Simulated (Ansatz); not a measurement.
Crystal: BaO, rock salt type, 2 atoms in the cell.

All numbers below come from Ansatz, r²SCAN, plane waves, PAW datasets (generated soft set 1).

Cutoff 500 eV; k-mesh 11×11×11 Γ-centred; Fermi–Dirac smearing of 0.1 eV; no spin polarisation; no spin–orbit coupling.

The fit to the energies gives V₀ = 21.298 Å³/atom (a₀ = 5.544 Å), B₀ = 75.8 GPa, B₀′ = 4.56.

Question: What pressure does the program print at V = 22.505 Å³/atom, and how far above the lowest computed point (V = 21.207 Å³/atom) does the energy lie?

Answer: -3.68 GPa and 14.51 meV/atom. All points:

```csv
V (Å³/atom),a (Å),E − E(min) (meV/atom),P (GPa)
19.908,5.4205,24.20,5.96
20.557,5.4788,6.41,2.91
21.207,5.5359,0.00,0.33
21.856,5.5918,3.20,-1.85
22.505,5.6466,14.51,-3.68
```

The stress includes the program's correction for the finite plane-wave basis.
